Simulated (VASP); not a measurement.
Here is a VASP 6.6.1 calculation.

INCAR

```
PREC = Accurate
ENCUT = 600
EDIFF = 1E-6
ISMEAR = 0
SIGMA = 0.01
LREAL = F
LASPH = T
NELM = 100
ALGO = Fast
ISIF = 3
LWAVE = F
LCHARG = F
GGA = PE
IBRION = 2
NSW = 80
EDIFFG = -0.001
```

File KPOINTS:

```
regular mesh
0
Gamma
  6 6 6
```

POSCAR

```
Al2O3
1.0
    2.4043547030      1.3881548350      4.3744984162
   -2.4043547030      1.3881548350      4.3744984162
    0.0000000000     -2.7763096700      4.3744984161
Al O
4 6
Direct
    0.3521453522      0.3521453522      0.3521453522
    0.1478546478      0.1478546478      0.1478546478
    0.6478546478      0.6478546478      0.6478546478
    0.8521453522      0.8521453522      0.8521453522
    0.5561715154      0.9438284846      0.2500000000
    0.2500000000      0.5561715154      0.9438284846
    0.9438284846      0.2500000000      0.5561715154
    0.4438284846      0.0561715154      0.7500000000
    0.7500000000      0.4438284846      0.0561715154
    0.0561715154      0.7500000000      0.4438284846
```

Potentials or basis: VASP PAW PBE potentials, release 64 (Al, O).

Launch:

```bash
$ cat potpaw_PBE.64/Al/POTCAR potpaw_PBE.64/O/POTCAR > POTCAR
$ mpirun -np 1 vasp_std > vasp.out
```

Problem. Estimate the space group after relaxing (to 0.05 Å).

Solution. R-3c (No. 167).

Problem. Estimate the band gap on the k mesh.

Solution. 5.87 eV, direct.

Problem. Estimate the relaxed cell.

Solution. a = 5.177 Å, b = 5.177 Å, c = 5.177 Å, α = 55.31°, β = 55.31°, γ = 55.31°.

Problem. What does it give for the relaxed volume?

Solution. 8.74 Å³/atom.

Step by step:
```
step  energy change (eV)  largest force (eV/Å)  pressure (GPa)  volume (Å³)
   1              0.0000                0.0034           -0.49        87.60
   2             -0.0001                0.0036            0.41        87.26
   3             -0.0003                0.0014            0.02        87.42
   4             -0.0003                0.0015           -0.01        87.43
   5             -0.0003                0.0011           -0.02        87.43
   6             -0.0003                0.0035           -0.02        87.43
   7             -0.0003                0.0012           -0.02        87.43
   8             -0.0003                0.0010           -0.02        87.43
   9             -0.0003                0.0011           -0.02        87.43
  10             -0.0003                0.0006            0.02        87.41
  11             -0.0003                0.0006            0.00        87.42
```
